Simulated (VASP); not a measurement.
# TaS2: band structure with PBE

The system is TaS2.

```
Ta S
1.0
     3.35000    0.00000    0.00000
    -1.67500    2.90119    0.00000
     0.00000    0.00000    5.86000
Ta S
1 2
Cartesian
  0.0000 0.0000 0.0000
  1.6750 0.9671 4.3950
  0.0000 1.9341 1.4650
```

```json
{
 "Program": "VASP 6.6.1",
 "Task": "band structure",
 "Functional": "PBE",
 "Potentials or basis": "VASP PAW PBE potentials, release 64 (Ta, S)",
 "Cutoff": "500 eV",
 "k mesh": "9 × 9 × 5",
 "Occupations": "fermi-dirac, width 0.05 eV",
 "Spin": "no spin polarisation",
 "Further INCAR settings": "ALGO = Fast; EDIFF = 1e-06; NBANDS = 16"
}
```

```
Pressure                : 8.9 GPa
Largest force           : 1.231 eV/Å
Band gap along the path : none (metal or under the smearing width)
```

Forces on the atoms (eV/Å):
```
Ta   0.000  0.000  0.000
S    0.000  0.000 -1.231
S    0.000  0.000  1.231
```

Stress tensor (GPa, compression positive):
```
 7.20  0.00  0.00
 0.00  7.20  0.00
 0.00  0.00 12.27
```

Levels at the corners of the path, in eV from the Fermi level:
```
point  band 4  band 5  band 6  band 7  band 8  band 9  band 10  band 11  band 12  band 13
    Γ   -4.26   -4.26   -1.34   -0.79   -0.79    0.03     0.03     0.28     4.09     4.09
    M   -4.65   -4.51   -4.10   -3.47   -2.26   -0.81     2.44     2.99     4.54     5.20
    M   -4.65   -4.51   -4.10   -3.47   -2.26   -0.81     2.44     2.99     4.54     5.20
    K   -5.50   -5.50   -3.82   -3.82   -3.19    1.17     2.13     2.13     4.20     4.20
    K   -5.50   -5.50   -3.82   -3.82   -3.19    1.17     2.13     2.13     4.20     4.20
    Γ   -4.26   -4.26   -1.34   -0.79   -0.79    0.03     0.03     0.28     4.09     4.09
    Γ   -4.26   -4.26   -1.34   -0.79   -0.79    0.03     0.03     0.28     4.09     4.09
    A   -4.23   -4.23   -3.55   -0.93   -0.93    0.00     0.00     1.23     4.51     4.51
    A   -4.23   -4.23   -3.55   -0.93   -0.93    0.00     0.00     1.23     4.51     4.51
    L   -5.28   -4.39   -4.23   -2.26   -1.99   -1.24     2.43     2.98     4.48     4.52
    L   -5.28   -4.39   -4.23   -2.26   -1.99   -1.24     2.43     2.98     4.48     4.52
    H   -5.59   -5.47   -3.79   -3.56   -3.56    1.26     1.47     1.47     5.10     5.10
    H   -5.59   -5.47   -3.79   -3.56   -3.56    1.26     1.47     1.47     5.10     5.10
    A   -4.23   -4.23   -3.55   -0.93   -0.93    0.00     0.00     1.23     4.51     4.51
    L   -5.28   -4.39   -4.23   -2.26   -1.99   -1.24     2.43     2.98     4.48     4.52
    M   -4.65   -4.51   -4.10   -3.47   -2.26   -0.81     2.44     2.99     4.54     5.20
    K   -5.50   -5.50   -3.82   -3.82   -3.19    1.17     2.13     2.13     4.20     4.20
    H   -5.59   -5.47   -3.79   -3.56   -3.56    1.26     1.47     1.47     5.10     5.10
```

It took 85 s on 1 thread of Intel(R) Xeon(R) Platinum 8488C (Sapphire Rapids) (shared host), peak memory 0.21 GiB.

Caveat: spin-orbit coupling is left out, which moves the levels of the heavy elements; this functional lacks dispersion, which binds the layers, so the pressure and a relaxed spacing across them are unreliable; forces of over 1 eV/Å show positions far from the minimum, so gaps and moduli don't describe the material at rest.
